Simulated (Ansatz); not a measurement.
Input:

Relaxed GeTe (alpha-GeTe type, space group R3m):

```
GeTe
1.0
    4.22663     2.44024     7.27983
    0.00000     2.44024     7.27983
    0.00000    -2.44024     3.63992
Ge Te
2 2
Direct
  0.00000   0.23423   0.23423
  0.50000   0.23423   0.23423
  0.00000   0.76577   0.76577
  0.50000   0.76577   0.76577
```

A phonon eigenvector at F = (0.5, 0.5, 0.0) is frozen into this cell: atom i moves by Q times the vector below, so Q is the largest atomic displacement, in Å. The cell is held. (q is in reciprocal vectors of the primitive cell; the cell shown is doubled to hold the pattern.)

```tsv
atom	x	y	z
Ge1	0.000	-0.580	0.769
Ge2	0.000	0.580	-0.769
Te3	0.000	0.410	-0.912
Te4	0.000	-0.410	0.912
```

All values below come from PBE (plane waves to 420 eV, PAW, scalar-relativistic; Ansatz, an electronic-structure program). k mesh 10×10×10 (Γ-centred), Fermi-Dirac smearing 0.05 eV. Energies are smeared free energies. GeTe was relaxed with its symmetry unable to fall. Spin-orbit coupling is left out, though Te is heavy. The zero of ΔE is the undisplaced structure.

The scan covers Q from -0.280 to 0.280 Å in 13 points.

**Question.** Which space group does the distorted structure have?

**Answer.** Pm (No. 6), lowered from R3m.

**Question.** What is the energy change at Q = 0.280 Å?

**Answer.** 164.5 meV/cell.

**Question.** What harmonic wavenumber does the curvature at Q = 0 give?

**Answer.** 54 cm⁻¹.

(A displaced cell: forces are minus the slopes of the energy, force constants its curvatures, and phonons follow from these.)
